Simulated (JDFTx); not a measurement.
Runs of JDFTx 1.7.0 (patched build) on AlN. Symmetry: F-43m, No. 216, cubic system. Conventional cell: a = 4.368 Å, b = 4.368 Å, c = 4.368 Å, α = 90.00°, β = 90.00°, γ = 90.00°. Around Al (site symmetry -43m) lie 4 N at 1.89 Å. N (site symmetry -43m) is surrounded by 4 Al at 1.89 Å. Measurements of this composition are mostly on another form, of space group No. 186.

```tsv
task	level	potentials or basis	cell	k mesh	cutoff (eV)	smearing	band ratio of the Davidson solver	max SCF steps	SCF threshold on the energy	solver of the electrons	further solve for the empty bands	mesh quality	gap on the mesh (eV)	pressure (GPa)	V0 of scaled cells (Å³/atom)	B0 (GPa)
equation of state	LDA	PseudoDojo-SR-LDA-0.4.1-standard with smoothed tails	as given	10 × 10 × 10	1143	fermi-dirac 0.05 eV	-	100	1e-09 Ha	scf	-	not flagged	-	-	10.17	210
equation of state	PBE	PseudoDojo-SR-PBE-0.5-standard	as given	10 × 10 × 10	1143	fermi-dirac 0.05 eV	-	100	1e-09 Ha	scf	-	not flagged	-	-	(b)	(a)
single point	PBEsol	PseudoDojo-SR-PBEsol-0.4.1-standard	as given	10 × 10 × 10	1143	fermi-dirac 0.05 eV	-	100	1e-09 Ha	scf	yes	not flagged	3.19	1.2	-	-
single point	HSEsol	PseudoDojo-SR-PBE-0.5-standard	as given	4 × 4 × 4	980	fermi-dirac 0.05 eV	-	100	1e-07 Ha	scf	yes	coarse	4.30	-1.3	-	-
single point	PBE	PseudoDojo-SR-PBE-0.5-standard	as given	10 × 10 × 10	1143	fermi-dirac 0.05 eV	-	100	1e-09 Ha	scf	yes	not flagged	3.32	4.5	-	-
equation of state	LDA	PseudoDojo-SR-LDA-0.4.1-standard	as given	10 × 10 × 10	1143	fermi-dirac 0.05 eV	-	100	1e-09 Ha	scf	-	not flagged	-	-	10.17	210
density of states	PBEsol	PseudoDojo-SR-PBEsol-0.4.1-standard with smoothed tails	the cell as VASP's run set it	10 × 10 × 10	1143	gaussian 0.05 eV	-	100	1e-08 Ha	scf	yes	not flagged	3.19	1.2	-	-
equation of state	PBEsol	PseudoDojo-SR-PBEsol-0.4.1-standard	as given	10 × 10 × 10	1143	fermi-dirac 0.05 eV	-	100	1e-09 Ha	scf	-	not flagged	-	-	10.48	(c)
single point	r2SCAN	SG15-PBE-1.2	as given	10 × 10 × 10	1088	fermi-dirac 0.05 eV	-	100	1e-09 Ha	scf	yes	not flagged	3.91	1.2	-	-
```

Alike in all rows: no spin polarisation.

Fill in the values left out.

(a) 193; (b) 10.65; (c) 201.

Caveats: some runs use coarse meshes; the empty levels aren't tightly converged (some runs); the potentials were made for another functional, which shifts forces and pressure (some runs); versions of the library of functionals differ on this one, in energies and forces (some runs); the hybrid runs on potentials with a model core (some runs).

A k mesh can miss the band edges.

Not every run made on this cell is shown here.
